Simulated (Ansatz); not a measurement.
The system is TiB2.

```
CELL_PARAMETERS angstrom
3.02920 0.00000 0.00000
-1.51460 2.62336 0.00000
0.00000 0.00000 3.22840
ATOMIC_POSITIONS crystal
Ti 0.00000 0.00000 0.00000
B 0.66667 0.33333 0.50000
B 0.33333 0.66667 0.50000
```

| Property | Result |
| --- | --- |
| Program | Ansatz 0.2.0 |
| Task | relaxation of cell and atoms |
| Functional | RPBE |
| Dispersion | D3(BJ) |
| Potentials or basis | Ansatz PAW |
| Cutoff | 420 eV (not typed: the program's choice for these potentials) |
| k mesh | 10 × 10 × 8 |
| Occupations | fermi-dirac, width 0.05 eV |
| Spin | no spin polarisation |

At the start: volume 8.55 Å³/atom.

How do energy, volume and symmetry change on relaxing?

It ends after 8 steps and the volume is 7.47 Å³/atom (-12.6 %); space group P6/mmm (No. 191, to 0.05 Å).

The path:
```csv
step,energy change (eV),largest force (eV/Å),volume (Å³)
1,0.0000,0.0000,25.66
2,-0.3620,0.0000,23.16
3,-0.3878,0.0000,22.28
4,-0.3890,0.0000,22.44
5,-0.3890,0.0000,22.43
6,-0.3858,0.0000,22.43
7,-0.3858,0.0000,22.42
8,-0.3858,0.0000,22.42
```

Final structure:
```yaml
crystal:
  lattice:
    - [2.91196, 0.00000, 0.00000]
    - [-1.45598, 2.52183, 0.00000]
    - [0.00000, 0.00000, 3.05365]
  atoms:
    - { symbol: Ti, position: [0.00000, 0.00000, 0.00000] }
    - { symbol: B, position: [0.66667, 0.33333, 0.50000] }
    - { symbol: B, position: [0.33333, 0.66667, 0.50000] }
```

Caveat: the plane-wave basis is chosen anew once the cell has moved, so the energies of steps on either side of that aren't comparable; the volume moved by -13 % from the deposited cell, more than functionals usually miss; the PAW data sets come from PBE, with cores solved anew for the run's functional, which leaves a small shift of forces and pressure.
